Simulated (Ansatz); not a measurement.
**An O vacancy and H started in the widest void in corundum Al2O3, 120 atoms, charge +1**

Aim: let the atoms about the defect relax, then find its formation energy and its levels in the gap by PBEsol and HSE06.

All numbers are computed with Ansatz 0.2.0 (PAW, plane waves).

### 1 The system as built

120 atoms (48 Al, 71 O, 1 H); a = 9.548 Å, b = 9.548 Å, c = 13.014 Å, α = 90.00°, β = 90.00°, γ = 120.00°. All atoms were shaken off their sites by about 0.02 Å along each axis. Defect site 1: (0.680, 0.514, 0.583). Defect site 2: (0.672, 0.445, 0.647).

The runs, in order: (2) PBEsol relaxation at the single k point (¼, ¼, ¼), on 7 threads of Arm Neoverse-V2; (3) HSE06 single point at the single k point (¼, ¼, ¼), on 7 threads of Arm Neoverse-V2.

### 2 Relaxation of the positions (PBEsol)

in.yaml reads:

```yaml
crystal:
  lattice:
    - [9.547862, 0.000000, 0.000000]
    - [-4.773931, 8.268691, 0.000000]
    - [0.000000, 0.000000, 13.013576]
  atoms:
    - { symbol: Al, position: [0.338900, 0.170406, 0.184113] }
    - { symbol: Al, position: [0.333616, 0.665703, 0.183955] }
    - { symbol: Al, position: [0.836060, 0.167179, 0.185116] }
    - { symbol: Al, position: [0.834826, 0.665266, 0.186835] }
    - { symbol: Al, position: [0.167893, 0.334789, 0.017576] }
    - { symbol: Al, position: [0.159904, 0.831311, 0.017161] }
    - { symbol: Al, position: [0.668771, 0.333438, 0.019945] }
    - { symbol: Al, position: [0.665063, 0.830822, 0.019296] }
    - { symbol: Al, position: [0.168358, 0.332510, 0.312887] }
    - { symbol: Al, position: [0.161026, 0.830691, 0.313733] }
    - { symbol: Al, position: [0.663719, 0.331594, 0.314042] }
    - { symbol: Al, position: [0.670739, 0.836691, 0.313926] }
    - { symbol: Al, position: [0.163362, 0.330787, 0.519602] }
    - { symbol: Al, position: [0.167621, 0.831180, 0.519879] }
    - { symbol: Al, position: [0.666397, 0.334469, 0.520413] }
    - { symbol: Al, position: [0.667879, 0.838429, 0.518206] }
    - { symbol: Al, position: [0.000518, 0.999285, 0.352453] }
    - { symbol: Al, position: [0.997908, 0.498184, 0.348597] }
    - { symbol: Al, position: [0.499363, 0.997567, 0.351408] }
    - { symbol: Al, position: [0.497219, 0.497731, 0.353110] }
    - { symbol: Al, position: [0.996893, 0.000268, 0.149143] }
    - { symbol: Al, position: [0.997642, 0.500242, 0.147800] }
    - { symbol: Al, position: [0.498607, 0.999489, 0.148737] }
    - { symbol: Al, position: [0.498265, 0.499826, 0.149943] }
    - { symbol: Al, position: [0.998829, 0.000893, 0.648719] }
    - { symbol: Al, position: [0.003208, 0.505495, 0.647941] }
    - { symbol: Al, position: [0.503784, 0.004789, 0.648396] }
    - { symbol: Al, position: [0.498051, 0.503178, 0.646754] }
    - { symbol: Al, position: [0.001069, 0.997612, 0.849908] }
    - { symbol: Al, position: [0.998802, 0.497477, 0.851547] }
    - { symbol: Al, position: [0.496289, 0.997849, 0.852768] }
    - { symbol: Al, position: [0.505333, 0.502504, 0.852134] }
    - { symbol: Al, position: [0.329677, 0.166169, 0.685391] }
    - { symbol: Al, position: [0.332139, 0.666023, 0.688827] }
    - { symbol: Al, position: [0.835441, 0.163490, 0.686514] }
    - { symbol: Al, position: [0.834610, 0.665454, 0.684507] }
    - { symbol: Al, position: [0.331780, 0.167566, 0.480190] }
    - { symbol: Al, position: [0.333033, 0.668236, 0.480253] }
    - { symbol: Al, position: [0.840966, 0.168758, 0.480035] }
    - { symbol: Al, position: [0.835902, 0.669148, 0.480285] }
    - { symbol: Al, position: [0.331385, 0.166070, 0.980337] }
    - { symbol: Al, position: [0.329764, 0.667059, 0.982251] }
    - { symbol: Al, position: [0.833512, 0.168576, 0.981911] }
    - { symbol: Al, position: [0.832459, 0.665661, 0.980860] }
    - { symbol: Al, position: [0.165049, 0.334203, 0.814320] }
    - { symbol: Al, position: [0.164798, 0.829789, 0.815853] }
    - { symbol: Al, position: [0.666221, 0.335871, 0.815349] }
    - { symbol: Al, position: [0.668880, 0.831666, 0.814577] }
    - { symbol: O, position: [0.153906, 0.998945, 0.249599] }
    - { symbol: O, position: [0.152319, 0.499999, 0.250379] }
    - { symbol: O, position: [0.653994, 0.001340, 0.249137] }
    - { symbol: O, position: [0.653784, 0.501257, 0.250150] }
    - { symbol: O, position: [0.331969, 0.014882, 0.083123] }
    - { symbol: O, position: [0.334028, 0.517472, 0.083965] }
    - { symbol: O, position: [0.833605, 0.015362, 0.081012] }
    - { symbol: O, position: [0.833602, 0.513948, 0.081613] }
    - { symbol: O, position: [0.002233, 0.153947, 0.248094] }
    - { symbol: O, position: [0.002309, 0.654768, 0.252995] }
    - { symbol: O, position: [0.497979, 0.151219, 0.248942] }
    - { symbol: O, position: [0.502160, 0.652011, 0.250224] }
    - { symbol: O, position: [0.351033, 0.350655, 0.250079] }
    - { symbol: O, position: [0.350327, 0.851046, 0.249747] }
    - { symbol: O, position: [0.845565, 0.343701, 0.248910] }
    - { symbol: O, position: [0.844993, 0.844538, 0.251850] }
    - { symbol: O, position: [0.180072, 0.166464, 0.083679] }
    - { symbol: O, position: [0.177054, 0.664615, 0.083213] }
    - { symbol: O, position: [0.683239, 0.167338, 0.084998] }
    - { symbol: O, position: [0.676798, 0.665884, 0.083712] }
    - { symbol: O, position: [0.182023, 0.015610, 0.584972] }
    - { symbol: O, position: [0.180324, 0.515885, 0.585291] }
    - { symbol: O, position: [0.680809, 0.013213, 0.579616] }
    - { symbol: O, position: [0.166119, 0.179136, 0.413931] }
    - { symbol: O, position: [0.165329, 0.679977, 0.417602] }
    - { symbol: O, position: [0.666892, 0.183853, 0.415172] }
    - { symbol: O, position: [0.666801, 0.680867, 0.415673] }
    - { symbol: O, position: [0.012054, 0.333154, 0.415814] }
    - { symbol: O, position: [0.011216, 0.830690, 0.415760] }
    - { symbol: O, position: [0.513717, 0.333992, 0.418699] }
    - { symbol: O, position: [0.509738, 0.828212, 0.417331] }
    - { symbol: O, position: [0.013175, 0.181837, 0.915082] }
    - { symbol: O, position: [0.011925, 0.677978, 0.916724] }
    - { symbol: O, position: [0.514229, 0.177903, 0.915817] }
    - { symbol: O, position: [0.514923, 0.678015, 0.913105] }
    - { symbol: O, position: [0.002174, 0.349151, 0.752345] }
    - { symbol: O, position: [0.001027, 0.847995, 0.748797] }
    - { symbol: O, position: [0.502922, 0.349020, 0.749799] }
    - { symbol: O, position: [0.499015, 0.848524, 0.749567] }
    - { symbol: O, position: [0.489684, 0.321391, 0.084127] }
    - { symbol: O, position: [0.486896, 0.818844, 0.084163] }
    - { symbol: O, position: [0.982535, 0.313888, 0.084865] }
    - { symbol: O, position: [0.986232, 0.816742, 0.084371] }
    - { symbol: O, position: [0.480731, 0.165266, 0.581299] }
    - { symbol: O, position: [0.488783, 0.668310, 0.584430] }
    - { symbol: O, position: [0.986295, 0.163569, 0.583712] }
    - { symbol: O, position: [0.988680, 0.669936, 0.580245] }
    - { symbol: O, position: [0.328964, 0.318055, 0.585204] }
    - { symbol: O, position: [0.337091, 0.823508, 0.581166] }
    - { symbol: O, position: [0.831070, 0.319268, 0.580959] }
    - { symbol: O, position: [0.833501, 0.815918, 0.583173] }
    - { symbol: O, position: [0.318930, 0.484634, 0.417318] }
    - { symbol: O, position: [0.323421, 0.986970, 0.417242] }
    - { symbol: O, position: [0.817125, 0.486612, 0.417729] }
    - { symbol: O, position: [0.820296, 0.987729, 0.418451] }
    - { symbol: O, position: [0.320212, 0.336427, 0.917779] }
    - { symbol: O, position: [0.319940, 0.830876, 0.917322] }
    - { symbol: O, position: [0.820437, 0.329452, 0.917066] }
    - { symbol: O, position: [0.821700, 0.837842, 0.915614] }
    - { symbol: O, position: [0.350673, 0.004793, 0.745904] }
    - { symbol: O, position: [0.347983, 0.494499, 0.751058] }
    - { symbol: O, position: [0.846504, 0.000933, 0.749441] }
    - { symbol: O, position: [0.851584, 0.502989, 0.749018] }
    - { symbol: O, position: [0.148745, 0.152700, 0.747699] }
    - { symbol: O, position: [0.152111, 0.652329, 0.751944] }
    - { symbol: O, position: [0.655808, 0.153857, 0.750207] }
    - { symbol: O, position: [0.649784, 0.651400, 0.750984] }
    - { symbol: O, position: [0.167541, 0.486692, 0.918620] }
    - { symbol: O, position: [0.169248, 0.989654, 0.916602] }
    - { symbol: O, position: [0.664101, 0.485752, 0.920729] }
    - { symbol: O, position: [0.663380, 0.984510, 0.914473] }
    - { symbol: H, position: [0.668497, 0.443100, 0.646999] }
  symmetry: { detect: false }
kpoints:
  mp_grid: { grid: [1, 1, 1], shift: [0.25, 0.25, 0.25] }
hamiltonian:
  xc: pbesol
total_charge: 1
scf:
  occupations: { method: fermi_dirac, width: 0.01 }
relax:
  f_tol: 0.03
  max_steps: 80
  escape_saddle: false
  adjacent_minimum: "off"
output:
  forces: true
  eigenvalues: true
  populations: true
  charged_corrections: { epsilon: 10 }
```

On the command line:

```sh
$ ansatz run in.yaml --threads 7 --pin off --max-ram 26600MiB --runs-dir r --events-out ev --progress --plain
```

The runs that follow: HSE06 single point.

Q: Predict the outcome of this session. Wanted: for each run, formation energy; host gap; top filled to lowest empty.

**Answer**, as computed:

```
             level                     time  formation energy (eV)  host gap (eV)  top filled to lowest empty (eV)
PBEsol, relaxation  1.9 min (7 CPU threads)                   2.43           6.03                             6.45
             HSE06   10 min (7 CPU threads)                   1.40           8.00                             8.32
```

| quantity | value |
| --- | --- |
| relaxation | 7 recorded steps, 3.38 eV gained |
| largest shift | 1.00 Å (H120) |

**What this shows.** The relaxation lowers the energy by 3.38 eV; the largest shift is 1.00 Å (H120). The formation energy at E_F = VBM goes from 2.43 eV (PBEsol) to 1.40 eV (HSE06), as the host gap goes from 6.03 to 8.00 eV. The reservoirs are the elements' reference phases; where the defect changes the composition, the value depends on that choice. HSE06 shows no level inside the gap that the count of atoms sharing it marks as tightly localised. The host's edges were read at Γ, so band-like levels at this k point need not coincide with them. Finite-cell errors of some tenths of an eV remain in such numbers. The dielectric constant of 10 in the correction is an assumed value.
